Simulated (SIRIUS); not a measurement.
Runs of SIRIUS 7.10.0 on BP. It takes space group P-6m2 (No. 187, hexagonal). Conventional cell: a = 3.198 Å, b = 3.198 Å, c = 6.974 Å, α = 90.00°, β = 90.00°, γ = 120.00°. Around B (site symmetry -6m2) lie 3 P at 1.85 Å. B (site symmetry -6m2) is surrounded by 3 P at 1.85 Å. Around P (site symmetry -6m2) lie 3 B at 1.85 Å. Around P (site symmetry -6m2) lie 3 B at 1.85 Å. The cell was built by a generator and needn't be a form met in nature.

```tsv
level	libxc names	gap on the mesh (eV)	pressure (GPa)
PW91	["XC_GGA_X_PW91", "XC_GGA_C_PW91"]	0.85	(c)
B97-D	["XC_GGA_XC_B97_D"]	(a)	4.0
XLYP	["XC_GGA_XC_XLYP"]	0.93	6.3
RPBE	["XC_GGA_X_RPBE", "XC_GGA_C_PBE"]	0.88	(b)
LDA	["XC_LDA_X", "XC_LDA_C_PW"]	0.79	0.9
```

Alike in all rows: task single point; potentials or basis PseudoDojo 0.4.1 PBE standard (scalar relativistic); no spin polarisation; cell as given; k mesh 7 × 7 × 3; cutoff (eV) 1054; smearing fermi-dirac 0.05 eV.

Question: Estimate the missing entries.

Answer: (a) 0.95; (b) 3.6; (c) 2.6.

Caveats: the potentials were made for another functional, which shifts forces and pressure; an odd mesh through Γ misses points on the zone boundary, where band edges often lie; this functional lacks dispersion, which binds the layers, so the pressure and a relaxed spacing across them are unreliable (some runs).

Runs at the PBE level aren't shown here.
